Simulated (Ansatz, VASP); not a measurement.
# AgCl: VASP beside Ansatz, part 2 of 2

One calculation is typed for both programs; each brings its own data sets and cutoff. How far apart do they land?

VASP 6.6.1 and Ansatz 0.2.0.

So far: Starting point; VASP: G0W0 gap, PBE.

In doubt: one-shot GW on d or f shells is unsure, so the values of those runs are not to be relied on.

### 3. Ansatz: G0W0 gap, PBE

Level of this step: Ansatz beside VASP: Kohn-Sham DFT, plane waves, PBE, G0W0 (Ansatz).

Ansatz runs on its default PAW (the set named soft_2) files.

The same cell, functional and mesh now go to Ansatz, which takes its cutoff from its data sets.

The input, input.yaml:

```yaml
crystal:
  lattice:
    - [0.0, 2.7726629968, 2.7726629968]
    - [2.7726629968, 0.0, 2.7726629968]
    - [2.7726629968, 2.7726629968, 0.0]
  atoms:
    - { symbol: Ag, position: [0.0, 0.0, 0.0] }
    - { symbol: Cl, position: [0.5, 0.5, 0.5] }
hamiltonian:
  xc: pbe
  pseudopotentials: { kind: paw }
kpoints:
  mp_grid: { grid: [6, 6, 6] }
scf:
  occupations: { method: fixed }
gw:
  n_empty_bands: 95
  ecut_chi: 100.0
  qp_bands: [v2, c2]
  qp_kpoints: band_edges
  screening: { model: contour_deformation }
```

Launch:

```
$ ansatz run input.yaml --threads 4 --pin off --max-ram 9216MiB --backend cpu --events-out ev --progress --plain --runs-dir out
```

Numbers of over 12 decimals in the logs are rounded to 6 here.

Log:

```text
Engine: ansatz 0.2.0, aarch64-unknown-linux-gnu
Pseudopotentials: kind: paw
Pseudopotential: Ag, paw, valence charge 19, recommended cutoff 420 eV (normal), Ag.paw.azcp
Pseudopotential: Cl, paw, valence charge 7, recommended cutoff 420 eV (normal), Cl.paw.azcp
Functional definition: PBE
  parameter kappa = 0.804
  parameter beta = 0.066725
  exchange = pbe_x(kappa = kappa, mu = beta*pi^2/3)
  correlation = pbe_c(beta = beta)
Crystal: 2 atoms, lattice volume = 42.631 Å³
Basis set: ecut = 420 eV, 869 PW (Γ)
Bands: 17, of which v1, the nominal top of the filled ones, is band 13 counted from 1 (12 counted from 0)
Symmetry: 48 space group operations
Space group: Fm-3m (ITA 225), of the structure as read, at distance tolerance 3.5e-5 Å
k-points: 16 of 216
Non-local potential: Ag, projectors of the file, l = 0: 3, l = 1: 2, l = 2: 2, l = 3: 1
Non-local potential: Cl, projectors of the file, l = 0: 2, l = 1: 2, l = 2: 2
PAW form: soft (Blöchl's): semilocal exchange-correlation on the pseudo side does not see the compensation charge
PAW one-centre angular grid: Ag, 590 points (default); XC on 64 Gauss nodes
PAW one-centre angular grid: Cl, 110 points (default); XC on 64 Gauss nodes
Initial density: superposition of atomic densities (neutral atoms: chi_scale 0, normalization atom), corrected by the library's trained network
Initial wavefunctions: pseudopotential atomic-orbital guess
Functional: x = pbe(κ = 0.804, μ = 0.219515), c = pbe(β = 0.066725)
SCF iter   1: F=—  HF=-8670.889781 eV  |F-HF|=—  |Δ(HF+E_count)|=         —  Δρ=5.66e-4  dr2=8.37e-5  ethr=1.77e-3  ⟨swp⟩=4.8  Hψ=1122  notcnv=0  defer=27
preconditioner: auto → none  [insulator: Δε(μ)=0.906 eV  Ē_g=10.938 eV  n_scr=14 (ndim 8)  ℏωp=24.1 eV  f_vac=0.036  ε∞_Penn≈5.9]
SCF iter   2: F=—  HF=-8670.890445 eV  |F-HF|=—  |Δ(HF+E_count)|=   6.64e-4  Δρ=2.27e-4  dr2=1.42e-5  ethr=3.22e-7  ⟨swp⟩=3.0  Hψ=719  notcnv=0  defer=30
SCF iter   3: F=—  HF=-8670.890455 eV  |F-HF|=—  |Δ(HF+E_count)|=   1.01e-5  Δρ=1.25e-4  dr2=2.53e-6  ethr=5.46e-8  ⟨swp⟩=2.0  Hψ=405  notcnv=0  defer=30
SCF iter   4: F=—  HF=-8670.890461 eV  |F-HF|=—  |Δ(HF+E_count)|=   6.38e-6  Δρ=4.58e-5  dr2=3.31e-7  ethr=9.72e-9  ⟨swp⟩=2.0  Hψ=389  notcnv=0  defer=30
iter 5 did not close the SCF: its close was put off for the readings that it lacked (scf_convergence_deferred on its scf_iter line)
SCF iter   5: F=-8670.890463 eV  HF=-8670.890463 eV  |F-HF|=6.86e-8  |Δ(HF+E_count)|=   1.23e-6  Δρ=9.76e-6  dr2=1.42e-8  ethr=1.27e-9  ⟨swp⟩=2.0  Hψ=415  notcnv=0  defer=32
SCF iter   6: F=-8670.890463 eV  HF=-8670.890463 eV  |F-HF|=2.19e-8  |Δ(HF+E_count)|=   8.36e-8  Δρ=9.30e-6  dr2=3.14e-8  ethr=5.45e-11  ⟨swp⟩=4.2  Hψ=1146  notcnv=0
SCF 1 converged in 6 iterations: F = -8670.890463 eV  dr2 = 3.14e-8
  greatest PAW one-centre occupation: 1.000 electrons in one spin orbital (limit 2), on the Ag atom at site 0 (counted from 0), in its partial waves of l = 0
NSCF: frozen V_eff on 16 k-points
G₀W₀ screening: q 1/16
G₀W₀ screening: q 2/16 (q-point 6)
G₀W₀ screening: q 3/16 (q-point 7)
G₀W₀ screening: q 4/16 (q-point 8)
G₀W₀ screening: q 5/16 (q-point 11)
G₀W₀ screening: q 6/16 (q-point 14)
G₀W₀ screening: q 7/16 (q-point 15)
G₀W₀ screening: q 8/16 (q-point 9)
G₀W₀ screening: q 9/16 (q-point 12)
G₀W₀ screening: q 10/16 (q-point 16)
G₀W₀ screening: q 11/16 (q-point 2)
G₀W₀ screening: q 12/16 (q-point 3)
G₀W₀ screening: q 13/16 (q-point 5)
G₀W₀ screening: q 14/16 (q-point 10)
G₀W₀ screening: q 15/16 (q-point 4)
G₀W₀ screening: q 16/16 (q-point 13)
G₀W₀ self-energy: k 1/9
G₀W₀ self-energy: k 2/9
G₀W₀ self-energy: k 3/9
G₀W₀ self-energy: k 4/9
G₀W₀ self-energy: k 5/9
G₀W₀ self-energy: k 6/9
G₀W₀ self-energy: k 7/9
G₀W₀ self-energy: k 8/9
G₀W₀ self-energy: k 9/9
NSCF: frozen V_eff on 1 k-points
NSCF: frozen V_eff on 1 k-points
SCF converged after 6 iterations
Free energy (F): -8670.890463 eV
Harris-Foulkes:  -8670.890463 eV  (|F-HF|=2.19e-8)
Internal energy: -8670.890463 eV  (E = F + TS)
E sigma→0 (E₀):  -8670.890463 eV
Fermi energy:    8.112693 eV
--- Per-component energies (eV) ---
  E_band       = -358.256188
  E_kinetic    = 689.410102
  E_local      = -3209.791652  (includes V_loc(G=0)·N_el)
  E_nonlocal   = 112.623224
  E_hartree    = 1408.798407
  E_xc         = -290.095079
  E_vxc        = -354.328440  (∫ρ·V_xc dr)
  E_paw        = -4564.835629  (= ΣΔE_a)
  E_vpaw       = -413.778341  (= ΣTr[D̂ρ^β])
  E_aug_tail   = 0.000409  (compensation charges beyond the density's cutoff)
  E_ewald      = -2817.000242
  E_smearing   = -0.000000  (= −TS)
  E_closure    = -0.000000  (closes the sum)
  Σ components = -8670.890463   (vs F -8670.890463, Δ=0.00e0)
--- Band table (eV; the first three rows and the last of 16) ---
  k-point 0: bands = [... 9 lower, 5.7095, 5.7925, 5.7925, 5.7925, 9.0237, 18.8090, 18.8090, 18.8090]
  k-point 1: bands = [... 9 lower, 5.7596, 6.0033, 6.8147, 6.8147, 10.1610, 16.9456, 18.1410, 18.1410]
  k-point 2: bands = [... 9 lower, 5.9409, 6.2201, 7.7277, 7.7277, 11.8054, 15.1228, 16.4374, 16.4374]
  k-point 15: bands = [... 9 lower, 6.1475, 6.1550, 6.1790, 6.8049, 11.6791, 15.8847, 16.2725, 17.0214]
--- G₀W₀: contour deformation, 7 samples at zero and on the imaginary axis and 4 off it, 216 q-points, 95 empty bands' worth ---
  eigenvalues of the whole cell's RPA ε∞ on this k-mesh (on a slab, of 1 + 4πα/V) = 4.9675, 4.9675, 4.9675; static W/v taken at q = 0 is 0.201307
  bands read: the sum over 108 bands ends inside a degenerate multiplet in 2 slots, whose members it reads at an even weight; the widest, k=1: bands 108 to 109 (counted from 1) at 1/2 each
  gw.qp_kpoints: band_edges: 9 of 16 stored k-points solved, in 1 pass; an edge of the gap read off the rows below is read off those points alone
    valence top: of the k-points left out ik 11 came nearest to being solved in a further pass, in band 13 (counted from 1, as in the quasiparticle table): it holds the edge there only if its correction is more favourable than any solved in that band by at least 0.574 eV; those differ by 0.279 eV
    conduction bottom: of the k-points left out ik 4 came nearest to being solved in a further pass, in band 14 (counted from 1, as in the quasiparticle table): it holds the edge there only if its correction is more favourable than any solved in that band by at least 1.496 eV; those differ by 0.344 eV
    ik  band        ε_KS         Σx   Σc(E_QP)       V_xc       Z   E_QP_lin       E_QP  E_QP is
     0    12      5.7925   -20.9513     3.3281   -16.8670  0.7377     5.0241     5.0365  root
     0    13      5.7925   -20.9513     3.3281   -16.8670  0.7377     5.0241     5.0365  root
     0    14      9.0237    -8.2955    -3.8148   -12.4499  0.8125     9.3643     9.3634  root
     0    15     18.8090    -7.9503    -4.7167   -13.3447  0.7705    19.4954    19.4867  root
     1    12      6.8147   -28.3262     4.2169   -23.2553  0.7453     5.9438     5.9608  root
     1    13      6.8147   -28.3262     4.2169   -23.2553  0.7453     5.9438     5.9608  root
     1    14     10.1610    -9.3383    -3.7745   -13.5239  0.8033    10.5739    10.5722  root
     1    15     16.9456    -6.8441    -4.6145   -11.9394  0.7809    17.4303    17.4264  root
     2    12      7.7277   -29.6404     4.0630   -24.7779  0.7578     6.9163     6.9281  root
     2    13      7.7277   -29.6404     4.0630   -24.7779  0.7578     6.9163     6.9281  root
     2    14     11.8054    -8.3441    -4.0387   -12.8101  0.7991    12.2352    12.2327  root
     2    15     15.1228    -7.6791    -4.8746   -13.1218  0.7658    15.6958    15.6908  root
     3    12      8.1127   -30.3425     4.0279   -25.5425  0.7620     7.3306     7.3406  root
     3    13      8.1127   -30.3425     4.0279   -25.5425  0.7620     7.3306     7.3406  root
     3    14     12.3462    -5.7580    -3.9354    -9.9409  0.8152    12.5944    12.5937  root
     3    15     14.6545    -9.9854    -5.4114   -16.1599  0.7305    15.4318    15.4177  root
     6    12      7.5392   -30.4882     4.2758   -25.3571  0.7558     6.6694     6.6840  root
     6    13      7.6259   -30.0395     4.1805   -25.0310  0.7565     6.7847     6.7979  root
     6    14     12.8125    -8.0792    -4.3643   -12.9777  0.7908    13.3517    13.3467  root
     6    15     13.8717    -7.5020    -4.4402   -12.4529  0.7856    14.3873    14.3824  root
     7    12      7.0410   -30.3778     4.4403   -25.0449  0.7484     6.1303     6.1484  root
     7    13      8.0577   -30.3786     4.0568   -25.5401  0.7615     7.2655     7.2760  root
     7    14     12.9500    -8.5773    -4.2238   -13.2886  0.7882    13.4417    13.4375  root
     7    15     14.0283    -7.6103    -4.7019   -12.8965  0.7772    14.6196    14.6126  root
[...]
10    12      6.6294   -30.8262     4.7526   -25.1371  0.7396     5.6700     5.6930  root
    10    13      6.6517   -32.8361     5.0887   -26.7751  0.7377     5.6541     5.6794  root
    10    14     11.3005    -8.1743    -4.3362   -13.1016  0.8019    11.8961    11.8916  root
    10    15     15.6118    -7.8506    -4.3395   -12.6497  0.7855    16.0748    16.0714  root
    12    12      6.1548   -35.4777     5.6710   -28.7091  0.7341     5.0237     5.0571  root
    12    13      6.2396   -35.5672     5.7758   -28.7568  0.7251     5.1710     5.2050  root
    12    14     10.4893    -7.6519    -4.2805   -12.4782  0.8094    11.0383    11.0351  root
    12    15     16.0766    -9.0092    -3.9322   -13.4017  0.7983    16.5394    16.5369  root
```

Wall time 20 s (4 threads of Arm Neoverse V1, shared host); peak memory 0.35 GiB.

In the SCF lines HF is the Harris–Foulkes energy and dr2 the Hartree energy of the density residual, in eV; the loop may stop once dr2 is under the threshold and the program's other checks hold. Hψ counts applications of the Hamiltonian.

### 4. Comparison

Known differences besides the potentials themselves: the two programs' PAW sets differ in cores and partial waves; the data sets hold 26 valence electrons in Ansatz (default PAW (the set named soft_2) files) and 18 in VASP; the cutoff is 420 eV in Ansatz and 300 eV in VASP; VASP leaves aspherical gradient terms in its spheres out (LASPH is not set), Ansatz keeps them; Ansatz integrates over frequency by contour deformation, VASP on a grid of NOMEGA points. Total energies have different zeros and are not compared.

Compared:

```tsv
quantity	Ansatz	VASP	difference
G0W0 gap on the mesh (eV)	2.03	2.26	-0.23
PBE gap under it (eV)	0.91	0.89	+0.02
```

### 5. Other set-ups

Further runs change the set-up of one program: Ansatz's method, potentials or start, or VASP's data sets, cutoff or form of LDA. The table gives Ansatz less VASP for each quantity, since a change that brings one quantity closer may part another.

```tsv
run	G0W0 gap on the mesh (eV)	PBE gap under it (eV)
as above	-0.23	0.019
Ansatz's larger PAW set (cutoff 900 eV)	-0.20	0.024
norm-conserving potentials (cutoff 960 eV)	-0.21	0.021
```

### 6. Summary of results

| Property | Result |
| --- | --- |
| difference in G0W0 gap on the mesh (G0W0 gap, PBE) | -0.23 eV |

What this shows: The difference in G0W0 gap on the mesh is -0.23 eV (G0W0 gap, PBE), beyond the 0.15 eV picked in this series as the mark of a large difference. G0W0 gap, PBE, Ansatz's larger PAW set (cutoff 900 eV): the difference in PBE gap under it goes from 0.019 to 0.024 eV. How closely two codes agree says nothing of how well the functional describes the real material.

[Lines on the potential files, build, host, timing and source positions are cut from VASP's logs without a mark.]

[Logs are printed without paths, hosts, clocks, repeated set-up lines and the standing remarks that a program may print on its own settings, such as how far it seeks lower states.]

[Hosts, paths, dates, database ids (printed as entryN), source tags and the programs' standing remarks are cut or masked in the printed files.]
